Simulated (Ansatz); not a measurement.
A run of Ansatz 0.2.0:

Contents of input.yaml:

```yaml
crystal:
  lattice:
    - [0.0, 2.3712425216, 2.3712425216]
    - [2.3712425216, 0.0, 2.3712425216]
    - [2.3712425216, 2.3712425216, 0.0]
  atoms:
    - { symbol: Sb, position: [0.0, 0.0, 0.0] }
hamiltonian:
  xc: revpbe
  pseudopotentials: { kind: paw }
  dispersion: d4
kpoints:
  mp_grid: { grid: [10, 10, 10] }
scf:
  occupations: { method: fermi_dirac, width: 0.05 }
output:
  forces: true
  stress: true
  eigenvalues: true
relax:
  f_tol: 0.01
  max_steps: 40
  cell: { stress_tol: 0.05 }
```

Potentials or basis: Ansatz PAW.

Launch:

```bash
$ ansatz run input.yaml --threads 2 --pin off --max-ram 5632MiB --backend cpu --events-out ev --progress --plain --runs-dir out
```

Hardware: 2 threads of Intel(R) Xeon(R) Platinum 8259CL CPU @ 2.50GHz (Skylake/Cascade Lake) (shared host).

Question: Estimate the wall time of this run.

Answer: Run time: 3.3 s on 2 threads of Intel(R) Xeon(R) Platinum 8259CL CPU @ 2.50GHz (Skylake/Cascade Lake), with other jobs on the host, peak memory 0.36 GiB. Counts: scf iterations 19, plane waves 531, k points 47, bands 12, ion steps 5.
